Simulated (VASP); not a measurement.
# Ru in VASP: relaxation of the atoms with PBE

Aim: the relaxation of the atoms of Ru with PBE.

Program: VASP 6.6.1. These are calculated values, not measurements. Logs are shortened: lines on timing, memory, paths and dates and some standing lists are left out, and cuts for length are marked.

## Step 1: The structure

The cell holds a slab with vacuum, 4 atoms: a = 2.719 Å, b = 2.719 Å, c = 28.006 Å, α = 90.00°, β = 90.00°, γ = 120.00°.

The cell was built by a generator and needn't be a form met in nature.

## Step 2: Relaxation of the atoms, PBE

INCAR reads:

```
  ALGO = Normal
  DIPOL = 0.5 0.5 0.500
  EDIFF = 1E-6
  EDIFFG = -0.02
  ENCUT = 520
  GGA = PE
  IBRION = 2
  IDIPOL = 3
  ISIF = 2
  ISMEAR = 1
  KPAR = 2
  LASPH = T
  LCHARG = F
  LDIPOL = T
  LREAL = F
  LWAVE = F
  NELM = 120
  NSW = 90
  PREC = Accurate
  SIGMA = 0.1
```

KPOINTS reads:

```
k-points
0
Gamma
  14 14 1
```

POSCAR reads:

```
Ru
1.0
    2.7193470000      0.0000000000      0.0000000000
   -1.3596735000      2.3550235400      0.0000000000
    0.0000000000      0.0000000000     28.0064212900
Ru
4
Selective dynamics
Direct
    0.3333330000      0.6666670000      0.3849451500  F F F
    0.6666670000      0.3333330000      0.4616483800  T T T
    0.3333330000      0.6666670000      0.5383516200  T T T
    0.6666670000      0.3333330000      0.6150548500  T T T
```

Potentials or basis: VASP PAW PBE potentials, release 64 (Ru_pv).

Launch:

```sh
$ cat potpaw_PBE.64/Ru_pv/POTCAR > POTCAR
$ mpirun -np 2 vasp_std > vasp.out
```

OUTCAR:

```text
EDIFF = 1E-6
   EDIFFG = -0.02
   ENCUT = 520
   GGA = PE
   IBRION = 2
   ISIF = 2
   ISMEAR = 1
   LASPH = T
   LREAL = F
   NELM = 120
   NSW = 90
   PREC = Accurate

 ion  position               nearest neighbor table
   1  0.333  0.667  0.385-   2 2.66   2 2.66   2 2.66
   2  0.667  0.333  0.462-   1 2.66   1 2.66   3 2.66   3 2.66   1 2.66   3 2.66
   3  0.333  0.667  0.538-   4 2.66   4 2.66   2 2.66   2 2.66   4 2.66   2 2.66
   4  0.667  0.333  0.615-   3 2.66   3 2.66   3 2.66

  LATTYP: Found a hexagonal cell.
 ALAT       =     2.7193470000
 C/A-ratio  =    10.2989509209

  Lattice vectors:

 A1 = (   2.7193470000,   0.0000000000,   0.0000000000)
 A2 = (  -1.3596735000,   2.3550235400,   0.0000000000)
 A3 = (   0.0000000000,   0.0000000000,  28.0064212900)

Analysis of symmetry for initial positions (statically):
=====================================================================
 Subroutine PRICEL returns:
 Original cell was already a primitive cell.

 Routine SETGRP: Setting up the symmetry group for a
 hexagonal supercell.

 Subroutine GETGRP returns: Found 12 space group operations
 (whereof 12 operations were pure point group operations)
 out of a pool of 24 trial point group operations.

The static configuration has the point symmetry D_3d.

Analysis of symmetry for dynamics (positions and initial velocities):
=====================================================================
 Subroutine PRICEL returns:
 Original cell was already a primitive cell.

 Routine SETGRP: Setting up the symmetry group for a
 hexagonal supercell.

 Subroutine GETGRP returns: Found 12 space group operations
 (whereof 12 operations were pure point group operations)
 out of a pool of 24 trial point group operations.

The dynamic configuration has the point symmetry D_3d.

Analysis of constrained symmetry for selective dynamics:
=====================================================================
 Subroutine PRICEL returns:
 Original cell was already a primitive cell.

 Routine SETGRP: Setting up the symmetry group for a
 hexagonal supercell.

 Subroutine GETGRP returns: Found  6 space group operations
 (whereof  6 operations were pure point group operations)
 out of a pool of 24 trial point group operations.

The constrained configuration has the point symmetry C_3v.

 Subroutine INISYM returns: Found  6 space group operations
 (whereof  6 operations are pure point group operations),
 and found     1 'primitive' translations

----------------------------------------------------------------------------------------

                                     Primitive cell

  volume of cell :     179.3567

  direct lattice vectors                    reciprocal lattice vectors
     2.719347000  0.000000000  0.000000000     0.367735342  0.212312103  0.000000000
    -1.359673500  2.355023540  0.000000000     0.000000000  0.424624206  0.000000000
     0.000000000  0.000000000 28.006421290     0.000000000  0.000000000  0.035706097

  length of vectors
     2.719347000  2.719346962 28.006421290     0.424624200  0.424624206  0.035706097

  position of ions in fractional coordinates (direct lattice)
     0.333333000  0.666667000  0.384945150
     0.666667000  0.333333000  0.461648380
     0.333333000  0.666667000  0.538351620
     0.666667000  0.333333000  0.615054850

  ion indices of the primitive-cell ions
   primitive index   ion index
                 1           1
                 2           2
                 3           3
                 4           4

----------------------------------------------------------------------------------------

 KPOINTS: k-points

Automatic generation of k-mesh.
 Grid dimensions read from file:
 generate k-points for:   14   14    1

 Generating k-lattice:

  Cartesian coordinates                     Fractional coordinates (reciprocal lattice)
     0.026266810  0.015165150  0.000000000     0.071428571  0.000000000  0.000000000
     0.000000000  0.030330300  0.000000000     0.000000000  0.071428571  0.000000000
     0.000000000  0.000000000  0.035706097     0.000000000  0.000000000  1.000000000

  Length of vectors
     0.030330300  0.030330300  0.035706097

  Shift w.r.t. Gamma in fractional coordinates (k-lattice)
     0.000000000  0.000000000  0.000000000

 Subroutine IBZKPT returns following result:
 ===========================================

 Found     24 irreducible k-points:

 Following reciprocal coordinates:
            Coordinates               Weight
  0.000000  0.000000  0.000000      1.000000
  0.071429 -0.000000  0.000000      6.000000
  0.142857 -0.000000  0.000000      6.000000
  0.214286  0.000000  0.000000      6.000000
  0.285714 -0.000000  0.000000      6.000000
  0.357143  0.000000  0.000000      6.000000
[... 16 lines left out ...]
  0.285714  0.285714  0.000000      6.000000
  0.357143  0.285714  0.000000      6.000000
   k-points           NKPTS =     24   k-points in BZ     NKDIM =     24   number of bands    NBANDS=     33
   number of dos      NEDOS =    301   number of ions     NIONS =      4
   total plane-waves  NPLWV =  84000
   dimension x,y,z NGX =    20 NGY =   20 NGZ =  210
   dimension x,y,z NGXF=    40 NGYF=   40 NGZF=  420
   ions per type =               4
   NGX,Y,Z   is equivalent  to a cutoff of  12.23, 12.23, 12.47 a.u.
   NGXF,Y,Z  is equivalent  to a cutoff of  24.45, 24.45, 24.93 a.u.
 SYSTEM =  unknown system
   PREC   = accura    normal or accurate (medium, high low for compatibility)
   ISTART =      0    job   : 0-new  1-cont  2-samecut
   ICHARG =      2    charge: 1-file 2-atom 10-const
   ISPIN  =      1    spin polarized calculation?
   LNONCOLLINEAR =      F non collinear calculations
   LSORBIT =      F    spin-orbit coupling
   LASPH  =      T    aspherical Exc in radial PAW
   ENCUT  =  520.0 eV  38.22 Ry    6.18 a.u.   5.06  5.06 52.07*2*pi/ulx,y,z
   NELM   =    120;   NELMIN=  2; NELMDL= -5     # of ELM steps
   EDIFF  = 0.1E-05   stopping-criterion for ELM
   LREAL  =      F    real-space projection
   EDIFFG = -.2E-01   stopping-criterion for IOM
   NSW    =     90    number of steps for IOM
   IBRION =      2    ionic relax: 0-MD 1-quasi-New 2-CG
   NFREE  =      1    steps in history (QN), initial steepest desc. (CG)
   ISIF   =      2    stress and relaxation
   ISYM   =      2    0-nonsym 1-usesym 2-fastsym
   POTIM  = 0.5000    time-step for ionic-motion
   TEBEG  =    0.0;   TEEND  =   0.0 temperature during run
   PSTRESS=    0.0 pullay stress
   NELECT =      56.0000    total number of electrons
   NUPDOWN=      -1.0000    fix difference up-down
   EMIN   =  10.00;   EMAX   =-10.00  energy-range for DOS
   EFERMI =   0.00;   METHOD = LEGACY
   ISMEAR =     1;   SIGMA  =   0.10  broadening in eV -4-tet -1-fermi 0-gaus
   EFERMI_NEDOS =   21; number of points for ismear=-14 and -15
   IALGO  =     38    algorithm
   IMIX   =      4    mixing-type and parameters
     AMIX     =   0.40;   BMIX     =  1.00
     AMIX_MAG =   1.60;   BMIX_MAG =  1.00
  volume/ion in A,a.u.               =      44.84       302.59
  Fermi-wavevector in a.u.,A,eV,Ry     =   1.110619  2.098765 16.782433  1.233474
  Thomas-Fermi vector in A             =   2.247172
   LORBIT       =      0    0 simple, 1 ext, 2 COOP (PROOUT), +10 PAW based schemes
   GGA     = PE    functional components
   LHFCALC =     F    Hartree Fock is set to
   AEXX    =    0.0000 exact exchange contribution
   IVDW    =     0    specifies the selected vdW correction
   LEPSILON=     F    determine dielectric tensor
   LRPA    =     F    only Hartree local field effects (RPA)
 conjugate gradient relaxation of ions
 non-spin polarized calculation
 Methfessel and Paxton  Order N= 1 SIGMA  =   0.10
  energy-cutoff  :      520.00
  volume of cell :      179.36
 maximum number of plane-waves:      4871
   NGX = 11   NGY = 11   NGZ =105

--------------------------------------- Ionic step        1  -------------------------------------------

 number of electron      56.0000012 magnetization

 Free energy of the ion-electron system (eV)
  ---------------------------------------------------
  ext. energy  EPLUGINS =         0.00000000
  ---------------------------------------------------
  free energy    TOTEN  =       -34.75503274 eV

  energy without entropy =      -34.75970339  energy(sigma->0) =      -34.75658962

------------------------ aborting loop because EDIFF is reached ----------------------------------------

  FORCE on cell =-STRESS in cart. coord.  units (eV):
  Direction    XX          YY          ZZ          XY          YZ          ZX
  --------------------------------------------------------------------------------------
  -------------------------------------------------------------------------------------
  Total       -3.8179556     -3.8179554     -3.3303727      0.0000000      0.0000000      0.0000000
  in kB      -34.1054633    -34.1054621    -29.7499278      0.0000000      0.0000000      0.0000000
  external PRESSURE =     -32.6536177 kB  Pullay stress =       0.0000000 kB
[... 63 lines left out ...]
--------------------------------------- Ionic step        3  -------------------------------------------

 number of electron      56.0000010 magnetization

------------------------ aborting loop because EDIFF is reached ----------------------------------------

 vacuum level on the upper side and lower side of the slab       (xc-potential included)        -0.024         0.003

  FORCE on cell =-STRESS in cart. coord.  units (eV):
  Direction    XX          YY          ZZ          XY          YZ          ZX
  --------------------------------------------------------------------------------------
  -------------------------------------------------------------------------------------
  Total       -3.4008722     -3.4008721     -2.4854447      0.0000000     -0.0000000      0.0000000
  in kB      -30.3796942    -30.3796931    -22.2022605      0.0000000     -0.0000000      0.0000000
  external PRESSURE =     -27.6538826 kB  Pullay stress =       0.0000000 kB

 VOLUME and BASIS-vectors are now :
 -----------------------------------------------------------------------------
  energy-cutoff  :      520.00
  volume of cell :      179.36
      direct lattice vectors                 reciprocal lattice vectors
     2.719347000  0.000000000  0.000000000     0.367735342  0.212312103  0.000000000
    -1.359673500  2.355023540  0.000000000     0.000000000  0.424624206  0.000000000
     0.000000000  0.000000000 28.006421290     0.000000000  0.000000000  0.035706097
[... 200 lines left out ...]
  FREE ENERGIE OF THE ION-ELECTRON SYSTEM (eV)
  ---------------------------------------------------
  free  energy   TOTEN  =       -34.8080703046 eV

  energy  without entropy=      -34.8072024662  energy(sigma->0) =      -34.80778103

 dipolmoment           0.000000      0.000000     -0.000007 electrons x Angstroem

--------------------------------------- Ionic step        9  -------------------------------------------

 number of electron      56.0000011 magnetization

 dipolmoment           0.000000      0.000000      0.000009 electrons x Angstroem

 Free energy of the ion-electron system (eV)
  ---------------------------------------------------
  ext. energy  EPLUGINS =         0.00000000
  ---------------------------------------------------
  free energy    TOTEN  =       -34.80845193 eV

  energy without entropy =      -34.80725347  energy(sigma->0) =      -34.80805244

 E-fermi :   0.4393     XC(G=0):  -5.0051

 val. band max:        0.4361214540   @ k =   0.2857   0.0714   0.0000
 cond. band min:       0.4441871757   @ k =   0.2143   0.0000   0.0000
 fundamental gap:      0.0080657216
 Fermi energy:         0.4392551781

 k-point     1 :       0.0000    0.0000    0.0000
  band No.  band energies     occupation
      1     -43.1866      2.00000
      2     -42.7892      2.00000
      3     -42.3954      2.00000
      4     -42.3954      2.00000
      5     -42.3187      2.00000
      6     -42.3187      2.00000
[... 853 lines left out ...]
     32       1.6915     -0.00000
     33       7.1064      0.00000

------------------------ aborting loop because EDIFF is reached ----------------------------------------

 vacuum level on the upper side and lower side of the slab       (xc-potential included)        -0.014        -0.014

  FORCE on cell =-STRESS in cart. coord.  units (eV):
  Direction    XX          YY          ZZ          XY          YZ          ZX
  --------------------------------------------------------------------------------------
  -------------------------------------------------------------------------------------
  Total       -2.7190387     -2.7190386     -0.0637422      0.0000000      0.0000000      0.0000000
  in kB      -24.2889348    -24.2889339     -0.5694033      0.0000000      0.0000000      0.0000000
  external PRESSURE =     -16.3824240 kB  Pullay stress =       0.0000000 kB

 VOLUME and BASIS-vectors are now :
 -----------------------------------------------------------------------------
  energy-cutoff  :      520.00
  volume of cell :      179.36
      direct lattice vectors                 reciprocal lattice vectors
     2.719347000  0.000000000  0.000000000     0.367735342  0.212312103  0.000000000
    -1.359673500  2.355023540  0.000000000     0.000000000  0.424624206  0.000000000
     0.000000000  0.000000000 28.006421290     0.000000000  0.000000000  0.035706097
[... 10 lines left out ...]
  FREE ENERGIE OF THE ION-ELECTRON SYSTEM (eV)
  ---------------------------------------------------
  free  energy   TOTEN  =       -34.8084519334 eV

  energy  without entropy=      -34.8072534651  energy(sigma->0) =      -34.80805244

 reached required accuracy - stopping structural energy minimisation

 vacuum level on the upper side and lower side of the slab         5.464         5.464
```

Run time: 9.2 min. Hardware: 2 MPI ranks of Intel Xeon Platinum 8375C at 2.90GHz (Ice Lake), shared host; peak memory 0.32 GiB.

Results:

```
Free energy               : -34.8085 eV
Energy gained by relaxing : 13.4 meV/atom
Ionic steps               : 9
Band gap on the k mesh    : none (metal or under the smearing width)
```

The path:
```csv
step,energy change (eV),largest force (eV/Å),pressure (GPa)
1,0.0000,0.6947,-3.27
2,-0.0297,0.5320,-2.84
3,-0.0301,0.5094,-2.77
4,-0.0353,0.4502,-2.63
5,-0.0470,0.2646,-2.22
6,-0.0522,0.1415,-1.33
7,-0.0533,0.0558,-1.61
8,-0.0530,0.0989,-1.69
9,-0.0534,0.0040,-1.64
```

Final structure:
```xyz
4
Lattice="2.7193 0.0000 0.0000 -1.3597 2.3550 0.0000 0.0000 0.0000 28.0064" Properties=species:S:1:pos:R:3 pbc="T T T"
Ru    0.0000    1.5700   10.7809
Ru    1.3597    0.7850   12.8544
Ru    0.0000    1.5700   15.0160
Ru    1.3597    0.7850   17.0896
```

Levels at points of the mesh, in eV from the Fermi level:
```csv
k point,band 26,band 27,band 28,band 29,band 30,band 31
"(0.00, 0.00, 0.00)",-2.06,-1.72,-0.88,-0.88,0.09,0.09
"(0.50, 0.00, 0.00)",0.15,1.03,1.35,1.37,1.52,1.89
```
